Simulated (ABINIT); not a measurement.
# Pd (P6_3/mmc) in ABINIT: phonons with PBEsol

Aim: the phonons of Pd with PBEsol.

Everything below comes from runs of ABINIT 10.8.3 (patched build). Logs are shortened: lines on timing, memory, paths and dates and some standing lists are left out, and cuts for length are marked. The log counts tension as positive stress, the text compression.

### 1 The undisturbed crystal

Symmetry: P6_3/mmc, No. 194, hexagonal system. Conventional cell: a = 2.784 Å, b = 2.784 Å, c = 4.629 Å, α = 90.00°, β = 90.00°, γ = 120.00°. Pd (site symmetry -6m2) has 12 Pd at 2.78 to 2.82 Å as nearest neighbours.

This isn't the form of Pd at room conditions, which is fcc.

### 2 Phonons, PBEsol (cell relaxed at zero pressure by an earlier run)

File run.abi:

```
# Datasets
ndtset 2

# Pseudopotentials
pp_dirpath "./"
pseudos "Pd.upf"

# Structure
acell 5.151672944 5.1516729388 8.5876668843
rprim
     1.0000000000     0.0000000000     0.0000000000
    -0.5000000005     0.8660254035     0.0000000000
     0.0000000000     0.0000000000     1.0000000000
ntypat 1
znucl 46
natom 2
typat 1 1
chkprim 0
chksymtnons 0
tolsym 1.0e-6
xred
            1/3            2/3            1/4
            2/3            1/3            3/4

# Plane-wave basis
ecut 1115.666836 eV
ecutsm 0.5

# k points
ngkpt 12 12 8
nshiftk 1
shiftk 0.0 0.0 0.0

# Exchange and correlation
ixc -116133

# Bands and occupations
nband 26
occopt 3
tsmear 0.136 eV

# SCF cycle
nstep 80

# Output
prteig 0
prtebands 0
prtwf 0
prtden 0
prtpot 0

# Dataset 1: ground state
kptopt1 1
tolvrs1 1.0e-15
prtwf1 1
tolwfr1 1.0e-14
nbdbuf1 4
nline1 6

# Dataset 2: response at q = 0 to atomic displacements
rfphon2 1
rfatpol2 1 2
rfdir2 1 1 1
getwfk2 1
kptopt2 2
nqpt2 1
qpt2 0.0 0.0 0.0
tolvrs2 1.0e-8
```

File mrgddb.in:

```
merged_DDB
Pd
2
runo_DS1_DDB
runo_DS2_DDB
```

File anaddb.abi:

```
ddb_filepath "merged_DDB"
output_file "anaddb.abo"
outdata_prefix "ana"
asr 1
chneut 0
dipdip 0
dieflag 0
enunit 0
eivec 1
nph1l 1
qph1l 0.0 0.0 0.0 1.0
```

Potentials or basis: PseudoDojo NC SR PBEsol v0.4.1 standard.

Run with:

```sh
mpirun --bind-to none -np 4 abinit run.abi > log 2>&1
mrgddb < mrgddb.in > mrgddb.log 2>&1
anaddb anaddb.abi > anaddb.log 2>&1
```

run.abo:

```text
.Version 10.8.3 of ABINIT
 DATASET    1 : space group P6_3/m m c (#194); Bravais hP (primitive hexag.)
================================================================================
 Values of the parameters that define the memory need for DATASET  1.
     intxc =       0    ionmov =       0      iscf =       7    lmnmax =       6
     lnmax =       6     mgfft =      50  mpssoang =       3    mqgrid =    3001
     natom =       2  nloc_mem =       1    nspden =       1   nspinor =       1
    nsppol =       1      nsym =      24    n1xccc =    2501    ntypat =       1
    occopt =       3   xclevel =       2
       mpw =        2503          nfft =       45000          nkpt =          95
================================================================================
================================================================================

 DATASET    2 : space group P6_3/m m c (#194); Bravais hP (primitive hexag.)
================================================================================
 Values of the parameters that define the memory need for DATASET  2 (RF).
     intxc =       0      iscf =       7    lmnmax =       6     lnmax =       6
     mgfft =      50  mpssoang =       3    mqgrid =    3001     natom =       2
  nloc_mem =       1    nspden =       1   nspinor =       1    nsppol =       1
      nsym =      24    n1xccc =    2501    ntypat =       1    occopt =       3
   xclevel =       2
      nfft =       45000          nkpt =         580
================================================================================
================================================================================

--------------------------------------------------------------------------------
------------- Echo of variables that govern the present computation ------------
--------------------------------------------------------------------------------
 -outvars: echo values of preprocessed input variables --------
            acell      5.1516729440E+00  5.1516729388E+00  8.5876668843E+00 Bohr
              amu      1.06420000E+02
          chkprim           0
      chksymtnons           0
             ecut      4.10000000E+01 Hartree
           ecutsm      5.00000000E-01 Hartree
           getwfk1          0
           getwfk2          1
                       outvar_i_n : Printing only first  50 k-points.
              ixc     -116133
           jdtset        1    2
                       outvar_i_n : Printing only first  50 k-points.
           kptopt1          1
           kptopt2          2
         kptrlatt       12    0    0      0   12    0      0    0    8
          kptrlen      6.18200753E+01
            natom           2
            nband1         26
            nband2         26
           nbdbuf1          4
           nbdbuf2          2
           ndtset           2
            ngfft          30      30      50
             nkpt1         95
             nkpt2        580
            nline1          6
            nline2          4
             nqpt1          0
             nqpt2          1
            nstep          80
             nsym          24
           ntypat           1
                       prtocc : prtvol=0, do not print more k-points.
                       prtocc : prtvol=0, do not print more k-points.
           occopt           3
        optdriver1          0
        optdriver2          1
           prtden           0
        prtebands           0
           prteig           0
            prtwf1          1
            prtwf2          0
           rfphon1          0
           rfphon2          1
            rprim      1.0000000000E+00  0.0000000000E+00  0.0000000000E+00
                      -5.0000000050E-01  8.6602540350E-01  0.0000000000E+00
                       0.0000000000E+00  0.0000000000E+00  1.0000000000E+00
          spgroup         194
           tolsym      1.00000000E-06
           tolvrs1     1.00000000E-15
           tolvrs2     1.00000000E-08
           tolwfr1     1.00000000E-14
           tolwfr2     0.00000000E+00
           tsmear      4.99790782E-03 Hartree
            typat      1  1
                       outvars : Printing only first  50 k-points.
           xangst      8.5242905877E-12  1.5739422323E+00  1.1360994017E+00
                       1.3630739591E+00  7.8697111614E-01  3.4082982052E+00
            xcart      1.6108574628E-11  2.9743197570E+00  2.1469167211E+00
                       2.5758364720E+00  1.4871598785E+00  6.4407501632E+00
             xred      3.3333333333E-01  6.6666666667E-01  2.5000000000E-01
                       6.6666666667E-01  3.3333333333E-01  7.5000000000E-01
            znucl       46.00000

================================================================================

 chkinp: Checking input parameters for consistency, jdtset=   1.

 chkinp: Checking input parameters for consistency, jdtset=   2.

================================================================================
== DATASET  1 ==================================================================

--- !DatasetInfo
iteration_state: {dtset: 1, }
dimensions: {natom: 2, nkpt: 95, mband: 26, nsppol: 1, nspinor: 1, nspden: 1, mpw: 2503, }
[... 171 lines left out ...]
 Angles (23,13,12)=  9.00000000E+01  9.00000000E+01  1.20000000E+02 degrees
 setup1 : take into account q-point for computing boxcut.

 getcut: wavevector=  0.0000  0.0000  0.0000  ngfft=  30  30  50
         ecut(hartree)=     41.000   => boxcut(ratio)=   2.01994
--------------------------------------------------------------------------------

 ==>  initialize data related to q vector <==

 The list of irreducible perturbations for this q vector is:
    1)    idir= 1    ipert=   1
    2)    idir= 3    ipert=   1

================================================================================

 The perturbation idir=   2  ipert=   1 is
 symmetric of a previously calculated perturbation.
 So, its SCF calculation is not needed.
[... 9 lines left out ...]
 The perturbation idir=   3  ipert=   2 is
 symmetric of a previously calculated perturbation.
 So, its SCF calculation is not needed.

--------------------------------------------------------------------------------
 Perturbation wavevector (in red.coord.)   0.000000  0.000000  0.000000
 Perturbation : displacement of atom   1   along direction   1
 Found     2 symmetries that leave the perturbation invariant.
 symkpt : the number of k-points, thanks to the symmetries,
 is reduced to   370 .

--------------------------------------------------------------------------------

--------------------------------------------------------------------------------

 dfpt_looppert : total number of electrons, from k and k+q
  fully or partially occupied states are    3.600000E+01 and    3.600000E+01.
 Initialisation of the first-order wave-functions :
  ireadwf=   0

--- !BeginCycle
iteration_state: {dtset: 2, }
solver: {iscf: 7, nstep: 80, nline: 4, wfoptalg: 0, }
tolerances: {tolvrs: 1.00E-08, }
...

     iter   2DEtotal(Ha)        deltaE(Ha) residm    vres2
-ETOT  1   1.9445470306235     -4.334E+03 4.638E+00 1.192E+03
 ETOT  2  0.41585845234096     -1.529E+00 1.587E-01 3.410E+01
 ETOT  3  0.39933417755293     -1.652E-02 6.067E-04 3.327E-01
 ETOT  4  0.39922301689313     -1.112E-04 1.418E-04 5.233E-01
 ETOT  5  0.40007323038009      8.502E-04 7.958E-06 4.156E+00
 ETOT  6  0.39907699728775     -9.962E-04 1.726E-06 5.790E-04
 ETOT  7  0.39907665201810     -3.453E-07 8.589E-08 1.621E-05
 ETOT  8  0.39907664018830     -1.183E-08 1.491E-08 9.719E-07
 ETOT  9  0.39907663951163     -6.767E-10 1.010E-09 2.383E-07
 ETOT 10  0.39907663941159     -1.000E-10 1.855E-10 8.911E-10

 At SCF step   10       vres2   =  8.91E-10 < tolvrs=  1.00E-08 =>converged.
================================================================================

 ----iterations are completed or convergence reached----

 Mean square residual over all n,k,spin=   92.761E-15; max=  18.549E-11

 2DEtotal=    0.3990766394E+00 Ha. Also 2DEtotal=    0.108594285768E+02 eV
    (2DErelax=   -4.3358856398E+03 Ha. 2DEnonrelax=    4.3362847164E+03 Ha)
    (  non-var. 2DEtotal :    3.9908024613E-01 Ha)

--------------------------------------------------------------------------------
 Perturbation wavevector (in red.coord.)   0.000000  0.000000  0.000000
 Perturbation : displacement of atom   1   along direction   3
 Found     6 symmetries that leave the perturbation invariant.
 symkpt : the number of k-points, thanks to the symmetries,
 is reduced to   131 .

--------------------------------------------------------------------------------

--------------------------------------------------------------------------------

 dfpt_looppert : total number of electrons, from k and k+q
  fully or partially occupied states are    3.600000E+01 and    3.600000E+01.
 Initialisation of the first-order wave-functions :
  ireadwf=   0

--- !BeginCycle
iteration_state: {dtset: 2, }
solver: {iscf: 7, nstep: 80, nline: 4, wfoptalg: 0, }
tolerances: {tolvrs: 1.00E-08, }
...

     iter   2DEtotal(Ha)        deltaE(Ha) residm    vres2
-ETOT  1   12.784864265454     -1.342E+04 1.289E+01 1.396E+04
 ETOT  2   7.8086265270526     -4.976E+00 6.249E-02 2.234E+03
 ETOT  3   7.4338580976623     -3.748E-01 1.529E-02 2.602E+00
 ETOT  4   7.4324079542262     -1.450E-03 2.663E-03 3.301E-01
 ETOT  5   7.4326749785055      2.670E-04 5.645E-04 1.523E+00
 ETOT  6   7.4323431041962     -3.319E-04 1.072E-04 1.355E-01
 ETOT  7   7.4323105045137     -3.260E-05 2.346E-05 7.369E-05
 ETOT  8   7.4323104847067     -1.981E-08 4.824E-06 1.717E-06
 ETOT  9   7.4323104840446     -6.621E-10 1.126E-06 4.939E-07
 ETOT 10   7.4323104838209     -2.237E-10 2.352E-07 3.928E-08
 ETOT 11   7.4323104840973      2.765E-10 5.569E-08 3.826E-10

 At SCF step   11       vres2   =  3.83E-10 < tolvrs=  1.00E-08 =>converged.
================================================================================

 ----iterations are completed or convergence reached----

 Mean square residual over all n,k,spin=   17.717E-12; max=  55.693E-09

 2DEtotal=    0.7432310484E+01 Ha. Also 2DEtotal=    0.202243471283E+03 eV
    (2DErelax=   -1.3421799266E+04 Ha. 2DEnonrelax=    1.3429231576E+04 Ha)
    (  non-var. 2DEtotal :    7.4323031352E+00 Ha)

================================================================================

 ---- first-order wavefunction calculations are completed ----

 ==> Compute Derivative Database <==

  Dynamical matrix, in cartesian coordinates,
   if specified in the inputs, asr has been imposed
     j1       j2             matrix element
  dir pert dir pert     real part    imaginary part

   1    1   1    1         0.0150442455        -0.0000000000
   1    1   1    2        -0.0150442455         0.0000000000

   2    1   2    1         0.0150442416        -0.0000000000
   2    1   2    2        -0.0150442416         0.0000000000
[... 10 lines left out ...]
   3    2   3    1        -0.1008454475        -0.0000000000
   3    2   3    2         0.1008454475         0.0000000000

  Phonon wavevector (reduced coordinates) :  0.00000  0.00000  0.00000
 Phonon energies in Hartree :
   0.000000E+00  0.000000E+00  0.000000E+00  3.938297E-04  3.938298E-04
   1.019651E-03
 Phonon frequencies in cm-1    :
   0.000000E+00  0.000000E+00  0.000000E+00  8.643563E+01  8.643564E+01
   2.237875E+02

== END DATASET(S) ==============================================================
================================================================================

 -outvars: echo values of variables after computation  --------
            acell      5.1516729440E+00  5.1516729388E+00  8.5876668843E+00 Bohr
           etotal1    -2.6972606380E+02
           etotal2     7.4323104841E+00
            fcart1    -6.6902265014E-27  3.8626040767E-27 -0.0000000000E+00
                       6.6902265014E-27 -3.8626040767E-27 -0.0000000000E+00
            fcart2     0.0000000000E+00  0.0000000000E+00  0.0000000000E+00
                       0.0000000000E+00  0.0000000000E+00  0.0000000000E+00
            rprim      1.0000000000E+00  0.0000000000E+00  0.0000000000E+00
                      -5.0000000050E-01  8.6602540350E-01  0.0000000000E+00
                       0.0000000000E+00  0.0000000000E+00  1.0000000000E+00
           strten1    -2.4562925692E-05 -2.4562796337E-05  4.4425940096E-06
                       0.0000000000E+00  0.0000000000E+00 -2.6183036751E-13
           strten2     0.0000000000E+00  0.0000000000E+00  0.0000000000E+00
                       0.0000000000E+00  0.0000000000E+00  0.0000000000E+00
           xangst      8.5242905877E-12  1.5739422323E+00  1.1360994017E+00
                       1.3630739591E+00  7.8697111614E-01  3.4082982052E+00
             xred      3.3333333333E-01  6.6666666667E-01  2.5000000000E-01
                       6.6666666667E-01  3.3333333333E-01  7.5000000000E-01
 Calculation completed.
```

Run time: 6.5 min. Hardware: 4 MPI ranks of Intel Xeon Platinum 8259CL at 2.50GHz (Skylake/Cascade Lake), shared host; peak memory 1.4 GiB.

What came out:

```
Free energy                   : -7339.6201 eV
Pressure                      : 0.4 GPa
Band gap on the k mesh        : none (metal or under the smearing width)
Highest phonon frequency at Γ : 224 cm⁻¹
```

Stress tensor (GPa, compression positive):
```
 0.72  0.00  0.00
 0.00  0.72  0.00
 0.00  0.00 -0.13
```

Phonon frequencies in cm⁻¹ (negative: imaginary):
| q point | frequencies |
| --- | --- |
| (0.000, 0.000, 0.000) | 0 0 0 86 86 224 |
